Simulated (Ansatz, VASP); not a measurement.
# Cross-check of LiCl between VASP and Ansatz

Aim: how closely do two programs agree when they are given the same cell, functional and k mesh? The cell is taken from a series of VASP runs on this material, whose earlier steps may have relaxed, scaled or displaced it; both programs get it as it stands. Other levels of theory on this material are compared in a session of their own.

Method: plane waves, with VASP 6.6.1 beside it; band structure at PBE, in Ansatz 0.2.0.

### 1. Set-up

Symmetry: Fm-3m, No. 225, cubic system. The conventional cell has a = 5.143 Å, b = 5.143 Å, c = 5.143 Å, α = 90.00°, β = 90.00°, γ = 90.00°. Cl has 6 Li at 2.57 Å nearest. Nearest to Li lie 6 Cl at 2.57 Å. Farther neighbours and most contacts between anions are not listed.

Coordinates:

```cif
data_structure
_symmetry_space_group_name_H-M 'Fm-3m'
_symmetry_Int_Tables_number 225
_cell_length_a 5.1430
_cell_length_b 5.1430
_cell_length_c 5.1430
_cell_angle_alpha 90.000
_cell_angle_beta 90.000
_cell_angle_gamma 90.000
_cell_volume 136.03
loop_
_atom_site_label
_atom_site_type_symbol
_atom_site_symmetry_multiplicity
_atom_site_Wyckoff_symbol
_atom_site_fract_x
_atom_site_fract_y
_atom_site_fract_z
_atom_site_occupancy
Cl1 Cl 4 b 0.50000 0.00000 0.00000 1
Li1 Li 4 a 0.00000 0.00000 0.00000 1
```

### 2. Ansatz: band structure, PBE

Ansatz runs on its default PAW (the set named soft_2) files.

Levels along a path test the potential and the projectors away from the mesh points.

input.yaml

```yaml
crystal:
  lattice:
    - [0.0, 2.5715, 2.5715]
    - [2.5715, 0.0, 2.5715]
    - [2.5715, 2.5715, 0.0]
  atoms:
    - { symbol: Cl, position: [0.5, 0.5, 0.5] }
    - { symbol: Li, position: [0.0, 0.0, 0.0] }
hamiltonian:
  xc: pbe
  pseudopotentials: { kind: paw }
kpoints:
  mp_grid: { grid: [8, 8, 8] }
  band_path:
    path:
      - [0.0, 0.0, 0.0]
      - [0.16667, 0.0, 0.16667]
      - [0.33333, 0.0, 0.33333]
      - [0.5, 0.0, 0.5]
      - [0.5, 0.08333, 0.58333]
      - [0.5, 0.19444, 0.69444]
      - [0.5, 0.25, 0.75]
      - [0.45833, 0.29167, 0.75]
      - [0.40278, 0.34722, 0.75]
      - [0.375, 0.375, 0.75]
      - [0.20833, 0.20833, 0.41667]
      - [0.08333, 0.08333, 0.16667]
      - [0.0, 0.0, 0.0]
      - [0.22222, 0.22222, 0.22222]
      - [0.38889, 0.38889, 0.38889]
      - [0.51389, 0.47222, 0.51389]
      - [0.55556, 0.38889, 0.55556]
      - [0.61111, 0.27778, 0.61111]
      - [0.61111, 0.25, 0.63889]
      - [0.56944, 0.25, 0.68056]
      - [0.51389, 0.25, 0.73611]
      - [0.5, 0.27778, 0.72222]
      - [0.5, 0.38889, 0.61111]
      - [0.5, 0.47222, 0.52778]
      - [0.48611, 0.48611, 0.52778]
      - [0.43056, 0.43056, 0.63889]
      - [0.38889, 0.38889, 0.72222]
      - [0.59722, 0.19444, 0.59722]
      - [0.55556, 0.11111, 0.55556]
      - [0.5, 0.0, 0.5]
    npoints: 1
scf:
  occupations: { method: gaussian, width: 0.03 }
  n_extra_bands: 7
output:
  forces: true
  stress: true
  eigenvalues: true
```

Started as:

```console
> ansatz run input.yaml --threads 2 --pin off --max-ram 4608MiB --backend cpu --events-out ev --progress --plain --runs-dir out
```

Numbers of over 12 decimals in the logs are rounded to 6 here.

Log:

```text
scf.n_extra_bands = 7 over 5 filled bands (N_el = 10.0): the run solves 12 bands
Engine: ansatz 0.2.0, aarch64-unknown-linux-gnu
Pseudopotentials: kind: paw
Pseudopotential: Cl, paw, valence charge 7, recommended cutoff 420 eV (normal), Cl.paw.azcp
Pseudopotential: Li, paw, valence charge 3, recommended cutoff 420 eV (normal), Li.paw.azcp
Functional definition: PBE
  parameter kappa = 0.804
  parameter beta = 0.066725
  exchange = pbe_x(kappa = kappa, mu = beta*pi^2/3)
  correlation = pbe_c(beta = beta)
Crystal: 2 atoms, lattice volume = 34.009 Å³
Basis set: ecut = 420 eV, 645 PW (Γ), exchange–correlation on 50×50×50 points (8 copies of the dense FFT grid, shifted against one another)
Bands: 12, of which v1, the nominal top of the filled ones, is band 5 counted from 1 (4 counted from 0)
Symmetry: 48 space group operations
Space group: Fm-3m (ITA 225), of the structure as read, at distance tolerance 3.2e-5 Å
k-points: 29 of 512
Non-local potential: Cl, projectors of the file, l = 0: 2, l = 1: 2, l = 2: 2
Non-local potential: Li, projectors of the file, l = 0: 3, l = 1: 2, l = 2: 1
PAW form: soft (Blöchl's): semilocal exchange-correlation on the pseudo side does not see the compensation charge
PAW one-centre angular grid: Cl, 110 points (default); XC on 64 Gauss nodes
PAW one-centre angular grid: Li, 110 points (default); XC on 64 Gauss nodes
Initial density: superposition of atomic densities (neutral atoms: chi_scale 0, normalization atom), corrected by the library's trained network
Initial wavefunctions: pseudopotential atomic-orbital guess
Functional: x = pbe(κ = 0.804, μ = 0.219515), c = pbe(β = 0.066725)
SCF iter   1: F=—  HF=-1287.833887 eV  |F-HF|=—  |Δ(HF+E_count)|=         —  Δρ=2.41e-4  dr2=1.88e-5  ethr=1.77e-3  ⟨swp⟩=7.1  Hψ=2281  notcnv=0
preconditioner: auto → none  [insulator: Δε(μ)=6.288 eV  Ē_g=16.644 eV  σ=0.030 eV  W_gap=1.00  n_scr=8 (ndim 8)  ℏωp=18.0 eV  f_vac=0.000  D(μ)=0.00/eV (n_scr^D=0)  ε∞_Penn≈2.2]
SCF iter   2: F=—  HF=-1287.833856 eV  |F-HF|=—  |Δ(HF+E_count)|=   3.17e-5  Δρ=2.48e-4  dr2=3.17e-5  ethr=1.88e-7  ⟨swp⟩=2.7  Hψ=748  notcnv=0  defer=34
SCF iter   3: F=—  HF=-1287.833839 eV  |F-HF|=—  |Δ(HF+E_count)|=   1.67e-5  Δρ=1.12e-4  dr2=5.76e-6  ethr=1.88e-7  ⟨swp⟩=2.3  Hψ=367  notcnv=0  defer=34
SCF iter   4: F=—  HF=-1287.833834 eV  |F-HF|=—  |Δ(HF+E_count)|=   5.21e-6  Δρ=5.97e-5  dr2=1.66e-6  ethr=5.76e-8  ⟨swp⟩=2.0  Hψ=391  notcnv=0  defer=34
SCF iter   5: F=—  HF=-1287.833833 eV  |F-HF|=—  |Δ(HF+E_count)|=   5.26e-7  Δρ=2.22e-5  dr2=2.42e-7  ethr=1.66e-8  ⟨swp⟩=1.8  Hψ=345  notcnv=0  defer=34
SCF iter   6: F=-1287.833833 eV  HF=-1287.833833 eV  |F-HF|=1.22e-8  |Δ(HF+E_count)|=   7.96e-8  Δρ=5.73e-6  dr2=1.69e-8  ethr=1.00e-9  ⟨swp⟩=6.8  Hψ=1395  notcnv=0
SCF 1 converged in 6 iterations: F = -1287.833833 eV  dr2 = 1.69e-8
  greatest PAW one-centre occupation: 1.000 electrons in one spin orbital (limit 2), on the Li atom at site 1 (counted from 0), in its partial waves of l = 0
NSCF: frozen V_eff on 30 k-points
SCF converged after 6 iterations
Free energy (F): -1287.833833 eV
Harris-Foulkes:  -1287.833833 eV  (|F-HF|=1.22e-8)
Internal energy: -1287.833833 eV  (E = F + TS)
E sigma→0 (E₀):  -1287.833833 eV
Fermi energy:    4.778962 eV
--- Per-component energies (eV) ---
  E_band       = -103.816876
  E_kinetic    = 183.666397
  E_local      = -326.587139  (includes V_loc(G=0)·N_el)
  E_nonlocal   = -4.747544
  E_hartree    = 95.240117
  E_xc         = -118.638148
  E_vxc        = -136.883997  (∫ρ·V_xc dr)
  E_paw        = -680.423367  (= ΣΔE_a)
  E_vpaw       = -9.743147  (= ΣTr[D̂ρ^β])
  E_aug_tail   = 0.000081  (compensation charges beyond the density's cutoff)
  E_ewald      = -436.344230
  E_smearing   = -0.000000  (= −TS)
  E_closure    = 0.000000  (closes the sum)
  Σ components = -1287.833833   (vs F -1287.833833, Δ=0.00e0)
--- Forces (eV/Å), atoms counted from 1 ---
  atom   1  Cl     0.00000000    -0.00000000     0.00000000
  atom   2  Li    -0.00000000     0.00000000     0.00000000
  max |Σ_I F_I| component: 7.62e-30 eV/Å
--- Stress (GPa, compression-positive) ---
        0.138469      -0.000000       0.000000
        0.000000       0.138469      -0.000000
        0.000000      -0.000000       0.138469
  P = ⅓ Tr σ = 0.1385 GPa (1.385 kbar)
--- Band table (eV; the first three rows and the last of 29) ---
  k-point 0: bands = [... 1 lower, -11.7328, 1.6372, 1.6372, 1.6372, 7.9206, 13.4228, 13.4228, 13.4228, ... 3 higher]
  k-point 1: bands = [... 1 lower, -11.6585, 1.1164, 1.5967, 1.5967, 8.3823, 12.6853, 13.3425, 13.3425, ... 3 higher]
  k-point 2: bands = [... 1 lower, -11.4695, 0.0740, 1.5043, 1.5043, 8.8206, 12.2382, 12.2382, 12.5299, ... 3 higher]
  k-point 28: bands = [... 1 lower, -10.9434, -0.4531, -0.4531, 0.5900, 11.0902, 11.7184, 11.9986, 11.9986, ... 3 higher]
```

Wall time 1.3 s (2 threads of Arm Neoverse N1, shared host); peak memory 0.26 GiB.

### 3. VASP: band structure, PBE

The same cell, functional, mesh and smearing now go to VASP, with its own data sets and cutoff.

Lines of VASP's logs that name or quote its potential files are left out, and so is its time.

INCAR

```
SYSTEM = LiCl
PREC = Accurate
ENCUT = 580
EDIFF = 1E-06
NELM = 100
ISMEAR = 0
SIGMA = 0.03
LREAL = .FALSE.
ALGO = Normal
GGA = PE
NBANDS = 17
LORBIT = 11
LWAVE = .FALSE.
LCHARG = .FALSE.
KPAR = 4
LASPH = .TRUE.
```

POSCAR

```
LiCl
1.0
    0.0000000000      2.5715000000      2.5715000000
    2.5715000000      0.0000000000      2.5715000000
    2.5715000000      2.5715000000      0.0000000000
Cl Li
1 1
Direct
    0.5000000000      0.5000000000      0.5000000000
    0.0000000000      0.0000000000      0.0000000000
```

KPOINTS

```
Automatic mesh
0
Gamma
8 8 8
0 0 0
```

KPOINTS_OPT

```
Line mode
10
Line-mode
Reciprocal
  0.00000000   0.00000000   0.00000000 GAMMA
  0.50000000   0.00000000   0.50000000 X

  0.50000000   0.00000000   0.50000000 X
  0.50000000   0.25000000   0.75000000 W

  0.50000000   0.25000000   0.75000000 W
  0.37500000   0.37500000   0.75000000 K

  0.37500000   0.37500000   0.75000000 K
  0.00000000   0.00000000   0.00000000 GAMMA

  0.00000000   0.00000000   0.00000000 GAMMA
  0.50000000   0.50000000   0.50000000 L

  0.50000000   0.50000000   0.50000000 L
  0.62500000   0.25000000   0.62500000 U

  0.62500000   0.25000000   0.62500000 U
  0.50000000   0.25000000   0.75000000 W

  0.50000000   0.25000000   0.75000000 W
  0.50000000   0.50000000   0.50000000 L

  0.50000000   0.50000000   0.50000000 L
  0.37500000   0.37500000   0.75000000 K

  0.62500000   0.25000000   0.62500000 U
  0.50000000   0.00000000   0.50000000 X
```

The projector-augmented-wave data sets are Cl and Li_sv (PBE family, release 64).

Started as:

```console
> mpirun -np 4 vasp_std
```

Log:

```text
[banner, memory and clock lines left out]
running    4 mpi-ranks, on    1 nodes
 distrk:  each k-point on    1 cores,    4 groups
 distr:  one band on    1 cores,    1 groups

 POSCAR found type information on POSCAR ClLi
 POSCAR found :  2 types and       2 ions
 LDA part: xc-table for (Slater+PW92), standard interpolation
 POSCAR, INCAR and KPOINTS ok, starting setup
 FFT: planning ... GRIDC
 FFT: planning ... GRID_SOFT
 FFT: planning ... GRID
 WAVECAR not read
 entering main loop
       N       E                     dE             d eps       ncg     rms          rms(c)
DAV:   1     0.409683652803E+02    0.40968E+02   -0.42375E+03   986   0.588E+02
DAV:   2    -0.506145757170E+01   -0.46030E+02   -0.43603E+02  1320   0.121E+02
DAV:   3    -0.740592712373E+01   -0.23445E+01   -0.23354E+01  1315   0.268E+01
DAV:   4    -0.745050352442E+01   -0.44576E-01   -0.44555E-01  1322   0.371E+00
DAV:   5    -0.745142410101E+01   -0.92058E-03   -0.92049E-03  1342   0.470E-01    0.238E+00
DAV:   6    -0.738058480014E+01    0.70839E-01   -0.12097E-01  1376   0.128E+00    0.168E+00
DAV:   7    -0.738192738655E+01   -0.13426E-02   -0.41300E-02  1451   0.847E-01    0.936E-01
DAV:   8    -0.738602484843E+01   -0.40975E-02   -0.63362E-03  1234   0.420E-01    0.224E-01
DAV:   9    -0.738594176321E+01    0.83085E-04   -0.24777E-04  1285   0.844E-02    0.750E-02
DAV:  10    -0.738598964137E+01   -0.47878E-04   -0.99818E-05  1182   0.479E-02    0.603E-02
DAV:  11    -0.738598971396E+01   -0.72585E-07   -0.15270E-05  1355   0.188E-02    0.294E-03
DAV:  12    -0.738598992391E+01   -0.20995E-06   -0.60863E-07  1217   0.455E-03
   1 F= -.73859899E+01 E0= -.73859899E+01  d E =-.272805E-48
 Start KPOINTS_OPT (optional k-point list driver)
k-point batch [1-29\100]
       N       E                     dE             ncg
DAV:   1    -0.204769738891E+04   -0.11733E+05      986
DAV:   2    -0.329341235667E+04   -0.12457E+04     1375
DAV:   3    -0.335747791072E+04   -0.64066E+02     1345
DAV:   4    -0.335828417006E+04   -0.80626E+00     1446
DAV:   5    -0.335829503242E+04   -0.10862E-01     1356
DAV:   6    -0.335829524275E+04   -0.21033E-03     1398
DAV:   7    -0.335829524528E+04   -0.25332E-05     1302
DAV:   8    -0.335829524536E+04   -0.78063E-07     1070
[...]
k-point batch [88-100\100]
       N       E                     dE             ncg
DAV:   1     0.531907217852E+04   -0.64330E+04      442
DAV:   2     0.480758385540E+04   -0.51149E+03      591
DAV:   3     0.478228317563E+04   -0.25301E+02      616
DAV:   4     0.478184765191E+04   -0.43552E+00      652
DAV:   5     0.478184502291E+04   -0.26290E-02      616
DAV:   6     0.478184500250E+04   -0.20412E-04      652
DAV:   7     0.478184500231E+04   -0.19184E-06      593
```

OUTCAR, selected parts (step 3):

```text
ion  position               nearest neighbor table
   1  0.500  0.500  0.500-   2 2.57   2 2.57   2 2.57   2 2.57   2 2.57   2 2.57
   2  0.000  0.000  0.000-   1 2.57   1 2.57   1 2.57   1 2.57   1 2.57   1 2.57

  LATTYP: Found a face centered cubic cell.
 ALAT       =     5.1430000000

 Subroutine GETGRP returns: Found 48 space group operations
 (whereof 48 operations were pure point group operations)

The static configuration has the point symmetry O_h .

 Found     29 irreducible k-points:

   k-points           NKPTS =     29   k-points in BZ     NKDIM =     29   number of bands    NBANDS=     17

   dimension x,y,z NGX =    30 NGY =   30 NGZ =   30
   dimension x,y,z NGXF=    60 NGYF=   60 NGZF=   60

   ENCUT  =  580.0 eV  42.63 Ry    6.53 a.u.   7.14  7.14  7.14*2*pi/ulx,y,z

   NELECT =      10.0000    total number of electrons

 k-points in reciprocal lattice and weights: Automatic mesh
   0.00000000  0.00000000  0.00000000       0.002
   0.12500000  0.00000000  0.00000000       0.016
   0.25000000  0.00000000  0.00000000       0.016
   0.37500000  0.00000000  0.00000000       0.016
   0.50000000  0.00000000  0.00000000       0.008
   0.12500000  0.12500000  0.00000000       0.012
   0.25000000  0.12500000  0.00000000       0.047
   0.37500000  0.12500000  0.00000000       0.047
   0.50000000  0.12500000  0.00000000       0.047
[...]
-0.37500000  0.50000000  0.12500000       0.023
  -0.25000000  0.50000000  0.25000000       0.012

 average (electrostatic) potential at core
       1 -92.6549       2 -62.0931

 E-fermi :   0.8245

 k-point     1 :       0.0000    0.0000    0.0000
  band No.  band energies     occupation
      1     -43.0144      2.00000
      2     -12.8481      2.00000
      3       0.5206      2.00000
      4       0.5206      2.00000
      5       0.5206      2.00000
      6       6.8161      0.00000
      7      12.4525      0.00000
      8      12.4525      0.00000
      9      12.4525      0.00000
     10      15.0018      0.00000
    ...

 k-point     2 :       0.1250    0.0000    0.0000
  band No.  band energies     occupation
      1     -43.0140      2.00000
      2     -12.7739      2.00000
      3       0.0008      2.00000
      4       0.4802      2.00000
      5       0.4802      2.00000
      6       7.2761      0.00000
      7      11.6645      0.00000
      8      12.3464      0.00000
      9      12.3464      0.00000
     10      13.6012      0.00000
    ...

 k-point     3 :       0.2500    0.0000    0.0000
  band No.  band energies     occupation
      1     -43.0131      2.00000
      2     -12.5849      2.00000
      3      -1.0406      2.00000
      4       0.3877      2.00000
      5       0.3877      2.00000
      6       7.7162      0.00000
      7      11.2035      0.00000
      8      11.2036      0.00000
      9      11.4704      0.00000
     10      14.4536      0.00000
    ...

  Total        0.0092574      0.0092574      0.0092574      0.0000000      0.0000000      0.0000000
  in kB        0.4361231      0.4361231      0.4361231      0.0000000      0.0000000      0.0000000
  external PRESSURE =       0.4361231 kB  Pullay stress =       0.0000000 kB

  energy-cutoff  :      580.00
  volume of cell :       34.01
      direct lattice vectors                 reciprocal lattice vectors
     0.000000000  2.571500000  2.571500000    -0.194439043  0.194439043  0.194439043
     2.571500000  0.000000000  2.571500000     0.194439043 -0.194439043  0.194439043
     2.571500000  2.571500000  0.000000000     0.194439043  0.194439043 -0.194439043

 POSITION                                       TOTAL-FORCE (eV/Angst)
 -----------------------------------------------------------------------------------
      2.57150      2.57150      2.57150        -0.000000     -0.000000     -0.000000
      0.00000      0.00000      0.00000         0.000000      0.000000      0.000000
 -----------------------------------------------------------------------------------
    total drift:                               -0.000000     -0.000000      0.000000

  FREE ENERGIE OF THE ION-ELECTRON SYSTEM (eV)
  ---------------------------------------------------
  free  energy   TOTEN  =        -7.3859899239 eV

  energy  without entropy=       -7.3859899239  energy(sigma->0) =       -7.38598992

 total charge
# of ion       s       p       d       tot
------------------------------------------
    1        1.589   3.591   0.000   5.180
    2        2.006   0.033   0.000   2.039
--------------------------------------------------
tot          3.595   3.624   0.000   7.219

[... 3 further parts left out ...]
```

The run ends at a pressure of 0.04 GPa.

### 4. Side by side

Known differences besides the potentials themselves: the cutoff is 420 eV in Ansatz and 580 eV in VASP. Total energies have different zeros and are not compared.

Both answers:

| quantity | Ansatz | VASP | difference |
| --- | --- | --- | --- |
| pressure (GPa) | 0.14 | 0.04 | +0.09 |
| gap over the path points (eV) | 6.281 | 6.293 | -0.012 |

Levels at points of the path, from each program's valence-band top (eV; 3 filled, then empty):

| k (reciprocal lattice) | Ansatz | VASP |
| --- | --- | --- |
| 0.000 0.000 0.000 | 0.00 0.00 0.00 6.28 11.78 11.78 | 0.00 0.00 0.00 6.29 11.93 11.93 |
| 0.167 0.000 0.167 | -0.78 -0.30 -0.30 7.47 10.37 10.62 | -0.78 -0.30 -0.30 7.48 10.46 10.70 |
| 0.333 0.000 0.333 | -2.18 -0.84 -0.84 8.31 8.81 10.50 | -2.18 -0.84 -0.84 8.37 8.87 10.51 |
| 0.500 0.000 0.500 | -2.86 -1.09 -1.09 7.81 8.25 12.37 | -2.86 -1.09 -1.09 7.87 8.30 12.37 |
| 0.500 0.083 0.583 | -2.77 -1.24 -1.08 8.02 8.55 12.09 | -2.77 -1.25 -1.08 8.08 8.61 12.10 |
| 0.500 0.194 0.694 | -2.37 -1.78 -1.05 8.95 9.67 10.75 | -2.38 -1.79 -1.05 9.01 9.72 10.80 |
| 0.500 0.250 0.750 | -2.09 -2.09 -1.05 9.45 10.08 10.36 | -2.09 -2.09 -1.05 9.52 10.12 10.41 |
| 0.458 0.292 0.750 | -2.29 -1.89 -1.00 8.93 9.95 10.62 | -2.29 -1.89 -1.00 8.98 10.01 10.67 |
| 0.403 0.347 0.750 | -2.43 -1.77 -0.85 8.14 9.86 11.30 | -2.43 -1.77 -0.85 8.19 9.93 11.34 |
| 0.375 0.375 0.750 | -2.45 -1.76 -0.82 8.03 9.85 11.37 | -2.45 -1.76 -0.82 8.08 9.92 11.40 |

Among the levels compared at these points, filled levels agree within 3 meV and empty ones within 146 meV.

### 5. What came out

```yaml
difference_in_gap_over_the_path_points_band_structure_pbe: -0.012 eV
```

**Reading.** The difference in gap over the path points is -0.012 eV (band structure, PBE), within the 0.08 eV picked in this series as the mark of a large difference. 5 further runs of this series are not shown here. How closely two codes agree says nothing of how well the functional describes the real material.

[Lines on the potential files, build, host, timing and source positions are cut from VASP's logs without a mark.]

[Logs are printed without paths, hosts, clocks, repeated set-up lines and the standing remarks that a program may print on its own settings, such as how far it seeks lower states.]

[Hosts, paths, dates, database ids (printed as entryN), source tags and the programs' standing remarks are cut or masked in the printed files.]
